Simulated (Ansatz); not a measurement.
A surface is cut from this relaxed crystal of Bi$_{2}$Te$_{3}$:

```cif
data_structure
_symmetry_space_group_name_H-M 'P 1'
_symmetry_Int_Tables_number 1
_cell_length_a 10.4101
_cell_length_b 10.4101
_cell_length_c 10.4101
_cell_angle_alpha 24.301
_cell_angle_beta 24.301
_cell_angle_gamma 24.301
_cell_volume 167.95
loop_
_atom_site_label
_atom_site_type_symbol
_atom_site_fract_x
_atom_site_fract_y
_atom_site_fract_z
_atom_site_occupancy
Bi1 Bi 0.39987 0.39987 0.39987 1
Bi2 Bi 0.60013 0.60013 0.60013 1
Te1 Te 0.00000 0.00000 0.00000 1
Te2 Te 0.20995 0.20995 0.20995 1
Te3 Te 0.79005 0.79005 0.79005 1
```

Miller indices refer to the conventional cell of R-3m (No. 166), a = 4.382 Å, b = 4.382 Å, c = 30.294 Å, α = 90.00°, β = 90.00°, γ = 120.00°. The bulk's gap is 0.21 eV.

The (001) slab of 10 planes, 17.6 Å thick with 15 Å of vacuum as cut; outer planes Te (top) and Te (bottom).

These are results of DFT PBEsol, scalar-relativistic, plane waves, PAW in Ansatz 0.2.0, not measurements. Settings: cutoff 420 eV, Γ-centred mesh 9×9×1 on the computed 10-atom cell, Gaussian smearing of 0.05 eV; no spin polarisation. A dipole correction removes the field between periodic images along c.

The cut is weakly bound, and this functional has no dispersion correction.

With the atoms at the bulk's places:

```yaml
Surface_energy_mean_of_both_faces: 0.09 J/m²
Gap_of_the_slab_on_the_mesh: 0.52 eV
```

(1) What changes when all atoms relax?

Slabs this thin can still miss converged surface energies by a few hundredths of a J/m² and work functions by about a tenth of an eV.

Spin-orbit coupling is left out, which matters for the bands of heavy elements. An odd k mesh misses the midpoints of the zone's edges, so a slab's gap and band edges read on it can be off. Gaps are read on the k points sampled, so a band crossing between them can be missed.

Answers

(1) The energy falls by 0.002 J/m² a face, and the largest move is 0.02 Å.

* Surface energy (mean of both faces): 0.09 J/m²
* Gap of the slab on the mesh: 0.51 eV

```tsv
plane (bottom to top)	atoms	spacing to next, bulk (Å)	relaxed (Å)	change (%)
1	Te	1.722	1.697	-1.5
2	Bi	2.016	2.018	+0.1
3	Te	2.016	2.015	0.0
4	Bi	1.722	1.724	+0.1
5	Te	2.622	2.624	+0.1
6	Te	1.722	1.724	+0.1
7	Bi	2.016	2.015	0.0
8	Te	2.016	2.018	+0.1
9	Bi	1.722	1.697	-1.5
10	Te
```

γ = (E_slab − N·E_bulk)/2A = 0.179 eV / (2 × 16.63 Å²) = 5.4 meV/Å² = 0.09 J/m², with N = 10 atoms. The cut crosses no short bond: it runs through the gap between layers; without a dispersion correction the cost comes out too low.

The relaxed surface is almost a bulk termination: only the outermost Te–Bi spacing responds noticeably, contracting by 1.5 % on both faces, while the gap between the quintuple layers barely changes. Cleavage there leaves the covalent, partly ionic Bi–Te bonds intact and the outer Te with filled lone pairs, so there are no dangling bonds to drive a strong relaxation. The Te planes facing the neighbouring layer keep nearly their bulk spacing to Bi, which suggests that the contraction comes from losing the weak Te–Te contact across the gap, with the outer Te strengthening its back-bonds slightly.

The slab's wider gap, 0.51 eV against 0.21 eV in the bulk, probably reflects confinement along the stacking direction, where Te p states couple across the layers. Relaxation hardly alters it. The absence of metallic surface states says nothing against the known topological character of Bi₂Te₃: the band inversion behind the Dirac cone on thick crystals requires spin-orbit coupling, and in so thin a film the states of the two faces would also hybridise.
